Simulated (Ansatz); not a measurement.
ZnCu (Pm-3m), stationary points along a deformation path

Method: Ansatz, DFT PBEsol, scalar-relativistic, plane waves, PAW. Cutoff 420 eV, Γ-centred 18×18×18 k-points, Gaussian smearing of 0.15 eV. No spin polarisation. Energies are free energies at this smearing, counted from the undisturbed cell; pressure is positive in compression.

The starting cell (as given, not relaxed at this level; it stands at -4.6 GPa, and it needn't be the usual structure):

```yaml
crystal:
  lattice:
    - [2.94500, 0.00000, 0.00000]
    - [0.00000, 2.94500, 0.00000]
    - [0.00000, 0.00000, 2.94500]
  atoms:
    - { symbol: Zn, position: [0.50000, 0.50000, 0.50000] }
    - { symbol: Cu, position: [0.00000, 0.00000, 0.00000] }
```

At fixed volume and fractional coordinates, lengths along (0.000, 0.000, 1.000) are scaled against those across it; ρ is that ratio over its starting value. V = 12.771 Å³/atom. Δσ is the stress along the axis less the mean stress across it (compression positive).

```csv
ρ,ΔE (meV/atom),Δσ (GPa),space group
0.707,207.2,35.65,P4/mmm
0.780,72.2,17.92,P4/mmm
0.850,20.4,6.33,P4/mmm
1.000,0.0,0.00,Pm-3m
1.200,0.3,0.25,P4/mmm
1.414,9.1,-2.19,P4/mmm
```

**Question.** How does the stress give the slope of the energy, and where is the energy stationary?

**Answer.** Along the path d ln(length) is 2/3 d ln ρ on the axis and −1/3 d ln ρ across it, so dE/d ln ρ = −(2/3) V Δσ: the energy falls with ρ where Δσ is positive. Δσ vanishes or changes sign at ρ = 1.000 (Pm-3m), a stationary point at 0.0 meV/atom; between ρ = 1.200 and 1.414, a minimum (near 1.22 by linear interpolation). Pairs of stationary points between two samples would go unseen, and could change a minimum read from distant neighbours into a maximum. At ρ = 1.000 the cell is cubic, where symmetry alone makes the stress isotropic and the slope zero.

In a metal these slopes depend on the k mesh and the smearing.

Cost: 6 runs of about 2.5 core-minutes in all, on Arm Neoverse N1 (shared hosts).